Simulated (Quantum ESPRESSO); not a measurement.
Rh under changes of volume

One of the cells (13.671 Å³/atom); the others are scaled copies at fixed shape and fractional positions:

```
Rh
1.0
     0.00000    1.89785    1.89785
     1.89785    0.00000    1.89785
     1.89785    1.89785    0.00000
Rh
1
Direct
  0.00000 0.00000 0.00000
```

* Program: Quantum ESPRESSO 7.5
* Functional: r2SCAN
* Dispersion: D3(BJ)
* Potentials or basis: SG15 PBE 1.2
* Cutoff: 952 eV
* Density cutoff: 3810 eV
* k mesh: 9 × 9 × 9
* Occupations: fermi-dirac, width 0.05 eV
* Spin: no spin polarisation

```tsv
volume (Å³/atom)	energy over the lowest point (meV/atom)	pressure (GPa)
12.851	35.68	17.7
13.125	?	?
13.398	0.54	3.3
13.671	0.00	-2.7
13.945	9.17	-8.0
14.218	26.81	-12.7
14.492	51.99	-16.8
```

Task: What does the run at 13.125 Å³/atom give?

Result: Energy over the lowest point 11.94 meV/atom; pressure 10.0 GPa.

Worked out: A Birch-Murnaghan fit of order 3 (a polynomial in V^(-2/3)) to the other rows has its minimum at 13.55 Å³/atom with B0 = V·E''(V) = 296 GPa and B' = 5.1. It gives 11.89 meV/atom at 13.125 Å³/atom, against the run's 11.94, and -dE/dV = 10.1 GPa, against 10.0.

Energies are extrapolated to zero smearing.

Caveats: the potentials were made for another functional, which shifts forces and pressure; pairwise dispersion overbinds metals, which lowers pressure and volume.
